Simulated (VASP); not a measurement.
# CdSe (P6_3mc) in VASP: single point with r2SCAN

Aim: the single point of CdSe with r2SCAN.

Everything below comes from runs of VASP 6.6.1. Logs are shortened: lines on timing, memory, paths and dates and some standing lists are left out, and cuts for length are marked.

**Measured values to compare with.**

From a printed reference work, data compilation, for a bulk crystal of CdSe at 2 K: band gap 1.841 eV.

The runs below are set against these values where they give the same quantity.

## (1) Starting point

It takes space group P6_3mc (No. 186, hexagonal). Conventional cell: a = 4.296 Å, b = 4.296 Å, c = 7.006 Å, α = 90.00°, β = 90.00°, γ = 120.00°. Around Cd (site symmetry 3m) lie 4 Se at 2.63 to 2.64 Å. Se (site symmetry 3m) has 4 Cd at 2.63 to 2.64 Å as nearest neighbours.

## (2) Single point, r2SCAN

File POSCAR:

```
CdSe
1.0
    4.2963401900      0.0000000000      0.0000000000
   -2.1481701000      3.7207365400      0.0000000000
    0.0000000000      0.0000000000      7.0056628800
Cd Se
2 2
Direct
    0.3333300000      0.6666700000      0.0000000000
    0.6666600000      0.3333300000      0.5000000000
    0.3333300000      0.6666700000      0.3767900000
    0.6666600000      0.3333300000      0.8767900000
```

File INCAR.step1:

```
SYSTEM = CdSe
  ALGO = Normal
  EDIFF = 1E-4
  ENCUT = 520
  GGA = PE
  ISMEAR = -5
  LASPH = .TRUE.
  LCHARG = .FALSE.
  LREAL = .FALSE.
  LWAVE = .TRUE.
  NBANDS = 26
  NELM = 100
  PREC = Accurate
  SIGMA = 0.0485
```

File INCAR.step2:

```
SYSTEM = CdSe
  ALGO = Normal
  EDIFF = 1E-6
  ENCUT = 520
  ISIF = 2
  ISMEAR = 0
  ISTART = 1
  LASPH = .TRUE.
  LCHARG = .FALSE.
  LMIXTAU = .TRUE.
  LORBIT = 11
  LREAL = .FALSE.
  LWAVE = .FALSE.
  METAGGA = R2SCAN
  NBANDS = 26
  NELM = 100
  PREC = Accurate
  SIGMA = 0.0485
```

File KPOINTS:

```
k-points
0
G
  7 7 4
  0 0 0
```

Potentials or basis: VASP PAW PBE potentials, release 64 (Cd, Se).

The run is started by

```sh
cat potpaw_PBE.64/Cd/POTCAR potpaw_PBE.64/Se/POTCAR > POTCAR
cp INCAR.step1 INCAR
mpirun -np 1 vasp_std > vasp.out
cp INCAR.step2 INCAR
mpirun -np 1 vasp_std > vasp.out
```

OUTCAR:

```text
SYSTEM = CdSe
   EDIFF = 1E-6
   ENCUT = 520
   ISIF = 2
   ISMEAR = 0
   ISTART = 1
   LASPH = .TRUE.
   LORBIT = 11
   LREAL = .FALSE.
   METAGGA = R2SCAN
   NELM = 100
   PREC = Accurate

 ion  position               nearest neighbor table
   1  0.333  0.667  0.000-   4 2.63   4 2.63   4 2.63   3 2.64
   2  0.667  0.333  0.500-   3 2.63   3 2.63   3 2.63   4 2.64
   3  0.333  0.667  0.377-   2 2.63   2 2.63   2 2.63   1 2.64
   4  0.667  0.333  0.877-   1 2.63   1 2.63   1 2.63   2 2.64

  LATTYP: Found a hexagonal cell.
 ALAT       =     4.2963401900
 C/A-ratio  =     1.6306117696

  Lattice vectors:

 A1 = (   4.2963401900,   0.0000000000,   0.0000000000)
 A2 = (  -2.1481701000,   3.7207365400,   0.0000000000)
 A3 = (   0.0000000000,   0.0000000000,   7.0056628800)

Analysis of symmetry for initial positions (statically):
=====================================================================
 Subroutine PRICEL returns:
 Original cell was already a primitive cell.

 Routine SETGRP: Setting up the symmetry group for a
 hexagonal supercell.

 Subroutine GETGRP returns: Found  4 space group operations
 (whereof  1 operations were pure point group operations)
 out of a pool of 24 trial point group operations.

The static configuration has the point symmetry C_1 .
 The point group associated with its full space group is C_2v.

Analysis of symmetry for dynamics (positions and initial velocities):
=====================================================================
 Subroutine PRICEL returns:
 Original cell was already a primitive cell.

 Routine SETGRP: Setting up the symmetry group for a
 hexagonal supercell.

 Subroutine GETGRP returns: Found  4 space group operations
 (whereof  1 operations were pure point group operations)
 out of a pool of 24 trial point group operations.

The dynamic configuration has the point symmetry C_1 .
 The point group associated with its full space group is C_2v.

 Subroutine INISYM returns: Found  4 space group operations
 (whereof  1 operations are pure point group operations),
 and found     1 'primitive' translations

----------------------------------------------------------------------------------------

                                     Primitive cell

  volume of cell :     111.9894

  direct lattice vectors                    reciprocal lattice vectors
     4.296340190  0.000000000  0.000000000     0.232756243  0.134381996  0.000000000
    -2.148170100  3.720736540  0.000000000     0.000000000  0.268763990  0.000000000
     0.000000000  0.000000000  7.005662880     0.000000000  0.000000000  0.142741667

  length of vectors
     4.296340190  4.296337414  7.005662880     0.268763817  0.268763990  0.142741667

  position of ions in fractional coordinates (direct lattice)
     0.333330000  0.666670000  0.000000000
     0.666660000  0.333330000  0.500000000
     0.333330000  0.666670000  0.376790000
     0.666660000  0.333330000  0.876790000

  ion indices of the primitive-cell ions
   primitive index   ion index
                 1           1
                 2           2
                 3           3
                 4           4

----------------------------------------------------------------------------------------

 KPOINTS: k-points

Automatic generation of k-mesh.
 Grid dimensions read from file:
 generate k-points for:    7    7    4

 Generating k-lattice:

  Cartesian coordinates                     Fractional coordinates (reciprocal lattice)
     0.033250892  0.019197428  0.000000000     0.142857143 -0.000000000  0.000000000
     0.000000000  0.038394856  0.000000000     0.000000000  0.142857143  0.000000000
     0.000000000  0.000000000  0.035685417     0.000000000  0.000000000  0.250000000

  Length of vectors
     0.038394831  0.038394856  0.035685417

  Shift w.r.t. Gamma in fractional coordinates (k-lattice)
     0.000000000  0.000000000  0.000000000

 Subroutine IBZKPT returns following result:
 ===========================================

 Found     48 irreducible k-points:

 Following reciprocal coordinates:
            Coordinates               Weight
  0.000000  0.000000  0.000000      1.000000
  0.142857  0.000000  0.000000      4.000000
  0.000000  0.142857  0.000000      2.000000
  0.285714 -0.000000  0.000000      4.000000
  0.000000  0.285714  0.000000      2.000000
  0.428571  0.000000  0.000000      4.000000
[... 16 lines left out ...]
  0.000000  0.428571  0.250000      4.000000
  0.142857  0.142857  0.250000      8.000000
 [... further k-points ...]
   k-points           NKPTS =     48   k-points in BZ     NKDIM =     48   number of bands    NBANDS=     26
   number of dos      NEDOS =    301   number of ions     NIONS =      4
   total plane-waves  NPLWV =  55296
   dimension x,y,z NGX =    32 NGY =   32 NGZ =   54
   dimension x,y,z NGXF=    64 NGYF=   64 NGZF=  108
   ions per type =               2   2
   NGX,Y,Z   is equivalent  to a cutoff of  12.38, 12.38, 12.81 a.u.
   NGXF,Y,Z  is equivalent  to a cutoff of  24.76, 24.76, 25.63 a.u.
 SYSTEM =  CdSe
   PREC   = accura    normal or accurate (medium, high low for compatibility)
   ISTART =      1    job   : 0-new  1-cont  2-samecut
   ICHARG =      0    charge: 1-file 2-atom 10-const
   ISPIN  =      1    spin polarized calculation?
   LNONCOLLINEAR =      F non collinear calculations
   LSORBIT =      F    spin-orbit coupling
   LASPH  =      T    aspherical Exc in radial PAW
   ENCUT  =  520.0 eV  38.22 Ry    6.18 a.u.   7.99  7.99 13.03*2*pi/ulx,y,z
   NELM   =    100;   NELMIN=  2; NELMDL=  0     # of ELM steps
   EDIFF  = 0.1E-05   stopping-criterion for ELM
   LREAL  =      F    real-space projection
   EDIFFG = 0.1E-04   stopping-criterion for IOM
   NSW    =      0    number of steps for IOM
   IBRION =     -1    ionic relax: 0-MD 1-quasi-New 2-CG
   NFREE  =      0    steps in history (QN), initial steepest desc. (CG)
   ISIF   =      2    stress and relaxation
   ISYM   =      2    0-nonsym 1-usesym 2-fastsym
   POTIM  = 0.5000    time-step for ionic-motion
   TEBEG  =    0.0;   TEEND  =   0.0 temperature during run
   PSTRESS=    0.0 pullay stress
   NELECT =      36.0000    total number of electrons
   NUPDOWN=      -1.0000    fix difference up-down
   EMIN   =  10.00;   EMAX   =-10.00  energy-range for DOS
   EFERMI =   0.00;   METHOD = LEGACY
   ISMEAR =     0;   SIGMA  =   0.05  broadening in eV -4-tet -1-fermi 0-gaus
   EFERMI_NEDOS =   21; number of points for ismear=-14 and -15
   IALGO  =     38    algorithm
   IMIX   =      4    mixing-type and parameters
     AMIX     =   0.40;   BMIX     =  1.00
     AMIX_MAG =   1.60;   BMIX_MAG =  1.00
  volume/ion in A,a.u.               =      28.00       188.94
  Fermi-wavevector in a.u.,A,eV,Ry     =   1.121459  2.119250 17.111642  1.257670
  Thomas-Fermi vector in A             =   2.258113
   LORBIT       =     11    0 simple, 1 ext, 2 COOP (PROOUT), +10 PAW based schemes
   METAGGA = R2SCAN    functional components
   LHFCALC =     F    Hartree Fock is set to
   AEXX    =    0.0000 exact exchange contribution
   IVDW    =     0    specifies the selected vdW correction
   LEPSILON=     F    determine dielectric tensor
   LRPA    =     F    only Hartree local field effects (RPA)
 non-spin polarized calculation
 Gauss-broadening in eV      SIGMA  =   0.05
  energy-cutoff  :      520.00
  volume of cell :      111.99
 maximum number of plane-waves:      3034
   NGX = 15   NGY = 15   NGZ = 27

 number of electron      35.9999998 magnetization

 Free energy of the ion-electron system (eV)
  ---------------------------------------------------
  ext. energy  EPLUGINS =         0.00000000
  ---------------------------------------------------
  free energy    TOTEN  =       -71.80797432 eV

  energy without entropy =      -71.80797432  energy(sigma->0) =      -71.80797432

 E-fermi :   0.8962     XC(G=0):  -9.4431

 val. band max:        0.6824281963   @ k =   0.0000   0.0000   0.0000
 cond. band min:       1.8528098530   @ k =   0.0000   0.0000   0.0000
 fundamental gap:      1.1703816567
 Fermi energy:         0.8962010751

 k-point     1 :       0.0000    0.0000    0.0000
  band No.  band energies     occupation
      1     -12.3698      2.00000
      2     -11.9813      2.00000
      3      -7.4848      2.00000
      4      -7.4848      2.00000
      5      -7.4845      2.00000
      6      -7.4113      2.00000
[... 18 lines left out ...]
     25       8.2648      0.00000
     26       8.8614      0.00000

 k-point     2 :       0.1429    0.0000    0.0000
  band No.  band energies     occupation
      1     -12.3058      2.00000
      2     -11.9522      2.00000
      3      -7.4658      2.00000
      4      -7.4609      2.00000
      5      -7.4314      2.00000
      6      -7.3802      2.00000
[... 18 lines left out ...]
     25       8.4658      0.00000
     26       8.7578      0.00000

 k-point     3 :       0.0000    0.1429    0.0000
  band No.  band energies     occupation
      1     -12.3058      2.00000
      2     -11.9522      2.00000
      3      -7.4658      2.00000
      4      -7.4609      2.00000
      5      -7.4314      2.00000
      6      -7.3802      2.00000
[... 572 lines left out ...]
 k-point    23 :       0.0000    0.4286    0.2500
  band No.  band energies     occupation
      1     -11.9865      2.00000
      2     -11.8819      2.00000
      3      -7.3945      2.00000
      4      -7.3667      2.00000
      5      -7.2888      2.00000
      6      -7.2669      2.00000
[... 18 lines left out ...]
     25       9.2412      0.00000
     26      10.5521      0.00000

 k-point    24 :       0.1429    0.1429    0.2500
  band No.  band energies     occupation
      1     -12.1529      2.00000
      2     -11.9485      2.00000
      3      -7.4163      2.00000
      4      -7.4159      2.00000
      5      -7.3477      2.00000
      6      -7.3473      2.00000
[... 18 lines left out ...]
     25       8.7212      0.00000
     26       9.1268      0.00000

 [... further k-points ...]

------------------------ aborting loop because EDIFF is reached ----------------------------------------

  FORCE on cell =-STRESS in cart. coord.  units (eV):
  Direction    XX          YY          ZZ          XY          YZ          ZX
  --------------------------------------------------------------------------------------
  -------------------------------------------------------------------------------------
  Total        1.4190126      1.4196474      1.2844689     -0.0000000      0.0000000      0.0000000
  in kB       20.3011207     20.3102022     18.3762699     -0.0000000      0.0000000      0.0000000
  external PRESSURE =      19.6625309 kB  Pullay stress =       0.0000000 kB

 VOLUME and BASIS-vectors are now :
 -----------------------------------------------------------------------------
  energy-cutoff  :      520.00
  volume of cell :      111.99
      direct lattice vectors                 reciprocal lattice vectors
     4.296340190  0.000000000  0.000000000     0.232756243  0.134381996  0.000000000
    -2.148170100  3.720736540  0.000000000     0.000000000  0.268763990  0.000000000
     0.000000000  0.000000000  7.005662880     0.000000000  0.000000000  0.142741667

 POSITION                                       TOTAL-FORCE (eV/Angst)
 -----------------------------------------------------------------------------------
     -0.00002      2.48050      0.00000         0.000000     -0.000144      0.033608
      2.14815      1.24023      3.50283        -0.000000      0.000144      0.033608
     -0.00002      2.48050      2.63966         0.000000     -0.000158     -0.033608
      2.14815      1.24023      6.14250        -0.000000      0.000158     -0.033608
 -----------------------------------------------------------------------------------
    total drift:                               -0.000000     -0.000000     -0.002146

  FREE ENERGIE OF THE ION-ELECTRON SYSTEM (eV)
  ---------------------------------------------------
  free  energy   TOTEN  =       -71.8079743236 eV

  energy  without entropy=      -71.8079743236  energy(sigma->0) =      -71.80797432

 total charge

# of ion       s       p       d       tot
------------------------------------------
    1        0.422   0.310   9.573  10.304
    2        0.422   0.310   9.573  10.304
    3        1.437   2.458   0.022   3.918
    4        1.437   2.458   0.022   3.918
--------------------------------------------------
tot          3.719   5.536  19.190  28.444
```

It took 4.3 min on 1 thread of AMD EPYC 9R45 (Zen 5), shared host; peak memory 0.28 GiB.

What came out:

```yaml
Free_energy: -71.8080 eV
Pressure: 2.0 GPa
Largest_force: 0.034 eV/Å
Band_gap_on_the_k_mesh: 1.17 eV, direct
Valence_electrons_inside_the_program's_atomic_spheres: Cd 10.30; Se 3.92
```

Forces on the atoms (eV/Å):
```
Cd   0.000  0.000  0.034
Cd   0.000  0.000  0.034
Se   0.000  0.000 -0.034
Se   0.000  0.000 -0.034
```

Stress tensor (GPa, compression positive):
```
2.03 0.00 0.00
0.00 2.03 0.00
0.00 0.00 1.84
```

Caveat: the PAW data sets were made with another functional, which shifts forces and pressure a little.

## (3) Comparison with measurements

Step 2. Against the measured gap of CdSe, 1.841 eV (2 K; a printed reference work, data compilation), the calculated 1.17 eV is off by -0.67 eV. Spin-orbit coupling on Cd, Se is left out. The value is that of r2SCAN, without temperature or zero-point motion.
